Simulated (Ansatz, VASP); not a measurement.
**Tc in VASP and in Ansatz**

```xyz
1
Lattice="0.0000 1.9500 1.9500 1.9500 0.0000 1.9500 1.9500 1.9500 0.0000" Properties=species:S:1:pos:R:3 pbc="T T T"
Tc    0.0000    0.0000    0.0000
```

Alike in both runs: task relaxation of cell and atoms; functional RPBE; k mesh 12 × 12 × 12; occupations fermi-dirac, width 0.05 eV; no spin polarisation.

```csv
,VASP,Ansatz
version,VASP 6.6.1,Ansatz 0.2.0
potentials or method,"VASP PAW PBE potentials, release 64 (Tc_pv), cutoff 600 eV","all-electron LAPW, scalar-relativistic"
```

|  | VASP | Ansatz | Ansatz less VASP |
| --- | --- | --- | --- |
| relaxed volume (Å³/atom) | 14.67 | 14.70 | +0.023 |
| relaxed cell length with the largest relative difference (Å) | 2.748 | 2.749 | +0.0014 |
| energy change over the relaxation (meV/atom) | -1 | -1 | +0.4 |

Ansatz ran all-electron here, so the differences hold the error of VASP's frozen core and of both bases.

Caveats: the PAW data sets were made with another functional, which shifts forces and pressure a little (VASP).
